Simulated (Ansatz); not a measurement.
# SrO: the cost of one run

Computed with Ansatz 0.2.0 (DFT PBEsol, scalar-relativistic, plane waves, PAW, unless a step's input says otherwise).

**1. Starting point**

The structure is hexagonal, space group P6_3/mmc (No. 194). Conventional cell: a = 3.553 Å, b = 3.553 Å, c = 6.217 Å, α = 90.00°, β = 90.00°, γ = 120.00°. Sr (site symmetry -6m2) has 6 O at 2.57 Å as nearest neighbours. O (site symmetry -3m) has 6 Sr at 2.57 Å as nearest neighbours.

Structure file:

```
CELL_PARAMETERS angstrom
-7.10658 0.00000 0.00000
-3.55329 6.15448 0.00000
-3.55329 0.00000 -6.21730
ATOMIC_POSITIONS crystal
Sr 0.45833 0.33333 0.75000
Sr 0.45833 0.83333 0.75000
Sr 0.95833 0.33333 0.75000
Sr 0.95833 0.83333 0.75000
Sr 0.54167 0.16667 0.25000
Sr 0.54167 0.66667 0.25000
Sr 0.04167 0.16667 0.25000
Sr 0.04167 0.66667 0.25000
O 0.50000 0.00000 0.00000
O 0.50000 0.50000 0.00000
O 0.00000 0.00000 0.00000
O 0.00000 0.50000 0.00000
O 0.75000 0.00000 0.50000
O 0.75000 0.50000 0.50000
O 0.25000 0.00000 0.50000
O 0.25000 0.50000 0.50000
```

It goes back to an entry of the Materials Project, which need not be the stable form.

No relaxation comes first: the listed cell is the starting point.

**2. Reference: the perfect supercell**

input.yaml reads:

```yaml
crystal:
  lattice:
    - [-7.1065761804, 0.0, 0.0]
    - [-3.5532880902, 6.1544755062, 0.0]
    - [-3.5532880902, 0.0, -6.21730398]
  atoms:
    - { symbol: Sr, position: [0.4583333333, 0.3333333333, 0.75] }
    - { symbol: Sr, position: [0.4583333333, 0.8333333333, 0.75] }
    - { symbol: Sr, position: [0.9583333333, 0.3333333333, 0.75] }
    - { symbol: Sr, position: [0.9583333333, 0.8333333333, 0.75] }
    - { symbol: Sr, position: [0.5416666667, 0.1666666667, 0.25] }
    - { symbol: Sr, position: [0.5416666667, 0.6666666667, 0.25] }
    - { symbol: Sr, position: [0.0416666667, 0.1666666667, 0.25] }
    - { symbol: Sr, position: [0.0416666667, 0.6666666667, 0.25] }
    - { symbol: O, position: [0.5, 0.0, 0.0] }
    - { symbol: O, position: [0.5, 0.5, 0.0] }
    - { symbol: O, position: [0.0, 0.0, 0.0] }
    - { symbol: O, position: [0.0, 0.5, 0.0] }
    - { symbol: O, position: [0.75, 0.0, 0.5] }
    - { symbol: O, position: [0.75, 0.5, 0.5] }
    - { symbol: O, position: [0.25, 0.0, 0.5] }
    - { symbol: O, position: [0.25, 0.5, 0.5] }
  symmetry: { detect: false }
basis:
  ecutwfc: 420
kpoints:
  mp_grid: { grid: [2, 2, 2], shift: [0.5, 0.5, 0.5] }
hamiltonian:
  xc: pbesol
scf:
  occupations: { method: gaussian, width: 0.1 }
output:
  forces: true
  stress: true
  eigenvalues: true
```

Started as:

```console
$ ansatz run input.yaml --threads 4 --pin off --max-ram 5120MiB --backend cpu --events-out ev --progress --plain --runs-dir out
```

Q: Estimate wall time and peak memory on 4 threads of an x86-64 CPU, shared host.

About 1.4 s, with a peak of 0.7 GiB.
